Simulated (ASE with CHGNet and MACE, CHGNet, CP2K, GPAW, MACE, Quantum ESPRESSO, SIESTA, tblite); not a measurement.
**LaSb (Fm-3m) (64 atoms) in machine-learned potentials**

Wanted: machine-learned potentials inputs and outputs for LaSb (Fm-3m) (64 atoms), checked against a plane-wave reference.

Main program and level: ASE with CHGNet and MACE; the method is named at each step.

## Step 1: The starting structure

The cell holds 64 atoms: 32 La and 32 Sb. Its edges and angles: a = 12.980 Å, b = 12.980 Å, c = 12.980 Å, α = 90.0°, β = 90.0°, γ = 90.0°. It derives from LaSb (Fm-3m), repeated 2×2×2. LaSb, space group Fm-3m, structure from the Crystallography Open Database, 2 x 2 x 2 conventional cells; every coordinate displaced by a Gaussian of 0.06 Å. Then every atom was moved at random, 0.05 Å r.m.s. a Cartesian component.

The yardstick, on the same geometry:

* method: Kohn-Sham DFT, PBE, SSSP efficiency 1.3.0 pseudopotentials, plane waves (Quantum ESPRESSO 7.5); sssp-pbe-1.3.0-efficiency, cutoffs 60/480 Ry, Γ point
* r.m.s. force component: 0.445 eV/Å
* longest force: 1.721 eV/Å
* pressure: 2.258 GPa
* time: 27 min on 4 MPI ranks of Arm Neoverse V1, shared host
* CPU time: 1.8 h

## Step 2: CHGNet 0.3.0 potential

Method: machine-learned interatomic potential CHGNet 0.3.0, trained on PBE(+U) plane-wave data.

Input file run.py:

```python
import numpy as np
from ase.io import read
import mlip  # loads the published weights by name

atoms = read("structure.xyz")
atoms.calc = mlip.calc("chgnet-0.3.0")
energy = atoms.get_potential_energy()
forces = atoms.get_forces()
print(f"energy {energy:.6f} eV")
print("forces (eV/A)")
for i, (a, f) in enumerate(zip(atoms, forces)):
    print(f"{i:4d} {a.symbol:2s} {f[0]:10.5f} {f[1]:10.5f} {f[2]:10.5f}")
stress = -atoms.get_stress(voigt=False) * 160.21766
print("stress (GPa, compression positive)")
for row in stress:
    print(" ".join(f"{x:10.4f}" for x in row))
```

Input file structure.xyz:

```xyz
64
Lattice="12.98000 0.00000 0.00000 0.00000 12.98000 0.00000 0.00000 0.00000 12.98000" Properties=species:S:1:pos:R:3 pbc="T T T"
La 0.11280 12.97650 0.00350
La 12.96780 3.18296 3.23682
La 3.30873 12.92237 3.30964
La 3.34910 3.24747 0.07775
Sb 3.25824 0.08541 12.87577
Sb 0.00636 3.21216 12.95845
Sb 0.01973 0.07476 3.25227
Sb 3.20762 3.22358 3.26746
La 12.96170 12.88525 6.40083
La 12.96481 3.37986 9.70333
La 3.26551 12.92717 9.78562
La 3.21696 3.17634 6.42043
Sb 3.40517 12.90887 6.49818
Sb 12.86889 3.28485 6.39330
Sb 12.94651 12.95521 9.77173
Sb 3.22839 3.28225 9.68581
La 12.90848 6.49182 0.14382
La 0.05802 9.80964 3.45151
La 3.31626 6.48027 3.21424
La 3.33093 9.70216 0.01635
Sb 3.13662 6.43977 0.08035
Sb 0.14122 9.73176 0.20236
Sb 12.95586 6.42977 3.10832
Sb 3.27044 9.61831 3.27615
La 0.03141 6.45768 6.36293
La 12.97455 9.64829 9.80626
La 3.22579 6.37617 9.71722
La 3.21683 9.85571 6.54205
Sb 3.34482 6.39486 6.46144
Sb 0.03453 9.67373 6.46729
Sb 12.92471 6.48740 9.83118
Sb 3.24967 9.69256 9.64596
La 6.39745 0.04556 0.04206
La 6.37084 3.19996 3.17283
La 9.73837 0.00532 3.34611
La 9.69684 3.16258 0.13525
Sb 9.69243 12.89524 12.95819
Sb 6.59021 3.21800 12.90056
Sb 6.44769 12.90017 3.30055
Sb 9.61104 3.35260 3.14155
La 6.46326 0.19145 6.45872
La 6.46677 3.36143 9.61130
La 9.68412 0.13979 9.69749
La 9.77031 3.34066 6.63888
Sb 9.83663 0.03193 6.54633
Sb 6.43769 3.14596 6.51103
Sb 6.57424 12.86954 9.72877
Sb 9.77303 3.22060 9.79029
La 6.49260 6.55542 0.10202
La 6.57710 9.79575 3.30367
La 9.76797 6.52518 3.23903
La 9.65193 9.62934 0.06542
Sb 9.90413 6.53971 12.82956
Sb 6.59877 9.66854 12.95183
Sb 6.48779 6.61850 3.32366
Sb 9.78666 9.66608 3.23150
[... 4 atom lines left out ...]
Sb 9.66439 6.57048 6.44509
Sb 6.46365 9.61338 6.52946
Sb 6.28660 6.55853 9.71657
Sb 9.83326 9.73902 9.74616
```

Launch:

```bash
> OMP_NUM_THREADS=1 python run.py > output.txt
```

Output:

```text
CHGNet v0.3.0 initialized with 412,525 parameters
CHGNet will run on cpu
energy -371.815094 eV
forces (eV/A)
   0 La   -0.30194   -0.04106   -0.03777
   1 La   -0.13074    0.18106   -0.15429
   2 La   -0.18716   -0.03831   -0.21056
   3 La   -0.19130    0.08683   -0.22111
   4 Sb    0.04709   -0.19436    0.33910
   5 Sb    0.06305   -0.03423   -0.00163
   6 Sb    0.00737   -0.16289   -0.04101
   7 Sb    0.03225   -0.08401   -0.05718
   8 La    0.24327    0.23905    0.34742
   9 La    0.07666   -0.31857    0.04961
  10 La   -0.00239    0.08325   -0.23573
  11 La   -0.13535    0.06389    0.15092
  12 Sb   -0.49655    0.31393    0.05373
  13 Sb    0.21222   -0.17078    0.14850
  14 Sb    0.09221    0.06266   -0.17504
  15 Sb    0.03473   -0.30395    0.08427
  16 La    0.38614   -0.02731   -0.56229
  17 La    0.00237   -0.16738   -0.56418
  18 La   -0.18288   -0.07434    0.15603
  19 La   -0.06597    0.04526   -0.07281
  20 Sb    0.29231    0.06621   -0.21764
  21 Sb   -0.11672    0.09068   -0.10548
  22 Sb    0.14765    0.10859    0.69045
  23 Sb    0.06258    0.25528   -0.06137
[...]
56 La   -0.10052    0.07256   -0.02559
  57 La   -0.01048    0.13831   -0.34894
  58 La    0.10005    0.23699    0.15194
  59 La   -0.29864    0.18436    0.21942
  60 Sb    0.25685   -0.16445    0.02499
  61 Sb    0.14787    0.29829    0.03407
  62 Sb    0.38010   -0.13651    0.20970
  63 Sb   -0.09870   -0.01810   -0.04407
stress (GPa, compression positive)
    1.1122     0.0216     0.0208
    0.0216     1.1402     0.0148
    0.0208     0.0148     1.1630
```

Wall time 6.6 s (1 thread of Arm Neoverse V1, shared host); peak memory 0.47 GiB.

Banners, paths, timers and routine set-up lines are dropped from the logs unmarked, and long logs keep their key lines alone; longer cuts are marked.

Against the reference:

| Property | Result |
| --- | --- |
| r.m.s. force component | 0.2328 eV/Å |
| r.m.s. difference of force components | 226.1 meV/Å |
| longest difference of force vectors | 757.6 meV/Å |
| force difference over r.m.s. force | 50.8 % |
| slope of forces against the reference's | 0.5078 |
| correlation of force components | 0.9707 |
| pressure | 1.139 GPa |
| pressure difference | -1.119 GPa |

Length of the force difference by element (eV/Å):

| element | atoms | mean | most |
| --- | --- | --- | --- |
| La | 32 | 0.40 | 0.76 |
| Sb | 32 | 0.33 | 0.61 |

The surroundings of La41, which bears the longest force, nearest first, numbered as they follow in the input and with coordinates relative to it.

| atom | x | y | z | distance (Å) | bonds | Fx | Fy | Fz (eV/Å) |
| --- | --- | --- | --- | --- | --- | --- | --- | --- |
| La41 | 0.00 | 0.00 | 0.00 | 0.00 | 6 | 0.46 | -0.89 | 0.21 |
| Sb46 | -0.03 | 2.95 | 0.05 | 2.96 | 6 | 0.15 | 0.58 | -0.26 |
| Sb13 | -3.06 | -0.26 | 0.04 | 3.07 | 6 | -0.50 | 0.31 | 0.05 |
| Sb39 | -0.02 | -0.27 | -3.16 | 3.17 | 6 | 0.16 | 0.24 | -0.17 |
| Sb47 | 0.11 | -0.30 | 3.27 | 3.29 | 6 | -0.27 | 0.26 | 0.04 |
| Sb45 | 3.37 | -0.16 | 0.09 | 3.38 | 6 | -0.21 | 0.03 | -0.19 |
| Sb62 | 0.00 | -3.56 | 0.07 | 3.56 | 6 | 0.15 | 0.30 | 0.03 |
| La12 | -3.25 | 2.98 | -0.04 | 4.41 | 6 | -0.14 | 0.06 | 0.15 |
| La34 | -0.09 | 3.01 | -3.29 | 4.46 | 6 | 0.16 | 0.14 | 0.12 |

Atoms are counted from 1 here, from 0 in the log.

Forces lie 51 % from the reference's, at 8.0e-4 times its CPU time (on 1 against 4 cores).

## Step 3: MACE MPA-0 medium potential

Method: machine-learned interatomic potential MACE MPA-0 medium, trained on PBE(+U) plane-wave data.

run.py: that of step 2 with these lines changed.

```diff
@@ -5,3 +5,3 @@
 atoms = read("structure.xyz")
-atoms.calc = mlip.calc("chgnet-0.3.0")
+atoms.calc = mlip.calc("mace-mpa-0-medium")
 energy = atoms.get_potential_energy()
```

structure.xyz is that of step 2.

Output:

```text
energy -367.559002 eV
forces (eV/A)
   0 La   -0.77465   -0.10195   -0.07485
   1 La   -0.24450    0.47406   -0.32264
   2 La   -0.42200   -0.01631   -0.39700
   3 La   -0.51678    0.17409   -0.53776
   4 Sb    0.08731   -0.45878    0.75999
   5 Sb    0.11410    0.07766    0.07281
   6 Sb    0.03912   -0.47054   -0.06262
   7 Sb   -0.02869   -0.16033   -0.13808
   8 La    0.41796    0.60498    0.79301
   9 La    0.20945   -0.80176    0.16360
  10 La   -0.05804    0.21651   -0.58347
  11 La   -0.22617    0.21274    0.40604
  12 Sb   -0.89225    0.59979    0.06195
  13 Sb    0.55266   -0.36801    0.35195
  14 Sb    0.21398    0.11583   -0.31949
  15 Sb    0.08075   -0.57945    0.14793
  16 La    0.77685   -0.05632   -1.25716
  17 La   -0.00778   -0.41162   -1.44179
  18 La   -0.35977   -0.13480    0.38774
  19 La   -0.29387    0.01625   -0.05407
  20 Sb    0.58092    0.20984   -0.43166
  21 Sb   -0.38523    0.03641   -0.39540
  22 Sb    0.24247    0.25634    1.39248
  23 Sb    0.14603    0.60211   -0.01877
[...]
56 La   -0.31054    0.35972   -0.07095
  57 La   -0.05938    0.33310   -0.92142
  58 La    0.39294    0.57349    0.51356
  59 La   -0.75165    0.46456    0.56537
  60 Sb    0.51897   -0.39116   -0.04559
  61 Sb    0.27092    0.48688   -0.00174
  62 Sb    0.87720   -0.39848    0.30839
  63 Sb   -0.43059   -0.06951   -0.08921
stress (GPa, compression positive)
    2.1920     0.0374     0.0109
    0.0374     2.3656     0.0319
    0.0109     0.0319     2.2627
```

The job ended after 11 s (1 thread; peak memory 0.71 GiB).

Against the reference:

```yaml
r_m_s_force_component: 0.5111 eV/Å
r_m_s_difference_of_force_components: 120 meV/Å
longest_difference_of_force_vectors: 395.6 meV/Å
force_difference_over_r_m_s_force: 26.95 %
slope_of_forces_against_the_reference_s: 1.123
correlation_of_force_components: 0.9779
pressure: 2.273 GPa
pressure_difference: 0.0157 GPa
```

Against the first run (51 %), the force difference from the reference is 27 %, at 1.9 times the CPU time.

## Step 4: CHGNet r2SCAN potential

Method: machine-learned interatomic potential CHGNet r2SCAN, trained on r2SCAN plane-wave data.

run.py: that of step 3 with these lines changed.

```diff
@@ -5,3 +5,3 @@
 atoms = read("structure.xyz")
-atoms.calc = mlip.calc("mace-mpa-0-medium")
+atoms.calc = mlip.calc("chgnet-r2scan")
 energy = atoms.get_potential_energy()
```

structure.xyz is that of step 3.

Output:

```text
CHGNet vr2scan initialized with 412,525 parameters
CHGNet will run on cpu
energy -1868.596069 eV
forces (eV/A)
   0 La   -0.24539   -0.05460   -0.05883
   1 La   -0.09193    0.12945   -0.09645
   2 La   -0.12573   -0.02738   -0.17500
   3 La   -0.20428    0.03979   -0.18557
   4 Sb    0.05582   -0.12473    0.23929
   5 Sb    0.05951   -0.09359   -0.00369
   6 Sb   -0.02775   -0.11900    0.02805
   7 Sb    0.11264   -0.10148   -0.04055
   8 La    0.13269    0.19360    0.31892
   9 La    0.05334   -0.27374    0.09379
  10 La   -0.04400    0.06789   -0.14211
  11 La   -0.10310    0.06578    0.12412
  12 Sb   -0.42049    0.21822    0.01379
  13 Sb    0.10417   -0.06928    0.10811
  14 Sb    0.12914    0.02413   -0.15727
  15 Sb    0.02860   -0.22121    0.06063
  16 La    0.28878   -0.01048   -0.44588
  17 La    0.00134   -0.15835   -0.49907
  18 La   -0.11218    0.00350    0.10680
  19 La   -0.13136   -0.00587   -0.04170
  20 Sb    0.33699    0.06684   -0.14391
  21 Sb   -0.05126    0.14676   -0.12211
  22 Sb    0.07369    0.07784    0.62245
  23 Sb    0.04030    0.22638   -0.10105
[...]
56 La   -0.09644    0.14442   -0.05395
  57 La   -0.00359    0.11670   -0.31190
  58 La    0.17341    0.20586    0.18082
  59 La   -0.25645    0.11283    0.23900
  60 Sb    0.21345   -0.14103    0.06899
  61 Sb    0.12850    0.27384   -0.00408
  62 Sb    0.29320   -0.15894    0.19827
  63 Sb   -0.02355   -0.07484   -0.07645
stress (GPa, compression positive)
    2.0735     0.0088     0.0175
    0.0088     2.0733     0.0055
    0.0175     0.0055     2.1095
```

It took 4.4 s on 1 thread; peak memory 0.49 GiB.

Numbers from this run, and their distance from the reference:

```yaml
r_m_s_force_component: 0.1927 eV/Å
r_m_s_difference_of_force_components: 271.3 meV/Å
longest_difference_of_force_vectors: 915.9 meV/Å
force_difference_over_r_m_s_force: 60.96 %
slope_of_forces_against_the_reference_s: 0.408
correlation_of_force_components: 0.9422
pressure: 2.085 GPa
pressure_difference: -0.1723 GPa
```

Against the first run (51 %), the force difference from the reference is 61 %, at 0.82 times the CPU time; this potential was trained at another functional than the reference's, which explains only part of so large a difference.

## Step 5: Side by side

Differences are against the plane-wave reference, forces as r.m.s. over components; share is that over the reference's r.m.s. force, slope the least-squares factor from reference forces to these. Total energies of different programs have different zeros and aren't compared.

| run | Δ force, r.m.s. (meV/Å) | share (%) | slope | Δ pressure (GPa) | cores | CPU time | memory (GiB) |
| --- | --- | --- | --- | --- | --- | --- | --- |
| reference | - | - | - | - | 4 | 1.8 h | 15 |
| CHGNet 0.3.0 potential | 226 | 50.8 | 0.508 | -1.12 | 1 | 5.2 s | 0.47 |
| MACE MPA-0 medium potential | 120 | 27.0 | 1.123 | 0.0157 | 1 | 9.8 s | 0.71 |
| CHGNet r2SCAN potential | 271 | 61.0 | 0.408 | -0.172 | 1 | 4.2 s | 0.49 |

Times of the machine-learned potentials are mostly Python's start and the loading of weights.

CPU time is summed over cores on a shared host, where runs went side by side, so it is rough. Symmetry, cutoffs, thresholds, outputs and thread counts weren't matched or tuned between programs; memory under MPI is the largest rank's times the ranks.

## Step 6: Summary of results

| Item | Value |
| --- | --- |
| nearest in forces | MACE MPA-0 medium potential, 27 % |
| its CPU time | 9.8 s |

What this shows: Machine-learned potentials differ by 27 % (MACE MPA-0 medium potential) to 61 % (CHGNet r2SCAN potential); they were trained on other programs' data, some at another functional. Among those trained on PBE data the slope goes as low as 0.51. The reference's pressure holds the uncorrected Pulay stress of its 60 Ry basis, so small pressure differences, and their order, may be the reference's own error. Machine-learned potentials mimic data converged in k, so the reference's own k-point error enters their differences. The reference's pressure of 2.3 GPa belongs to a cell and atoms that aren't relaxed at this level. The electronic-structure runs sample only Γ, in a cell whose shortest periodic width is 13 Å. Spin–orbit coupling is left out, which matters for the levels of the heavy elements.

[Also dropped from logs without a mark: logging warnings of Python, and SIESTA's first energy breakdown and zero terms.]

[Logs are printed without paths, hosts, clocks, repeated set-up lines and the standing remarks that a program may print on its own settings, such as how far it seeks lower states.]

[Hosts, paths, dates, database ids (printed as entryN), source tags and the programs' standing remarks are cut or masked in the printed files.]
